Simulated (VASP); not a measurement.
The system is AlN.

```
CELL_PARAMETERS angstrom
3.11300 0.00000 0.00000
-1.55650 2.69594 0.00000
0.00000 0.00000 4.98100
ATOMIC_POSITIONS crystal
Al 0.33333 0.66667 0.00000
Al 0.66667 0.33333 0.50000
N 0.33333 0.66667 0.38000
N 0.66667 0.33333 0.88000
```

```yaml
Program: VASP 6.6.1
Task: relaxation of cell and atoms
Functional: RPBE
Potentials_or_basis: VASP PAW PBE potentials, release 64 (Al, N)
Cutoff: 600 eV
k_mesh: 12 × 12 × 6
Occupations: gaussian, width 0.03 eV
Spin: no spin polarisation
```

At the start: pressure 6.6 GPa; volume 10.45 Å³/atom.

How do energy, volume and symmetry change on relaxing?

Over 3 steps the energy falls by 7.3 meV/atom and the volume is 10.80 Å³/atom (+3.4 %); space group P6_3mc (No. 186, to 0.05 Å).

The path:
```tsv
step	energy change (eV)	largest force (eV/Å)	pressure (GPa)	volume (Å³)
1	0.0000	0.1364	6.62	41.80
2	-0.0079	0.0911	-5.06	44.47
3	-0.0293	0.0007	0.01	43.21
```

Final structure:
```
CELL_PARAMETERS angstrom
3.14484 0.00000 0.00000
-1.57242 2.72351 0.00000
0.00000 0.00000 5.04470
ATOMIC_POSITIONS crystal
Al 0.33333 0.66667 0.99928
Al 0.66667 0.33333 0.49928
N 0.33333 0.66667 0.38072
N 0.66667 0.33333 0.88072
```

Caveat: the PAW data sets were made with another functional, which shifts forces and pressure a little.
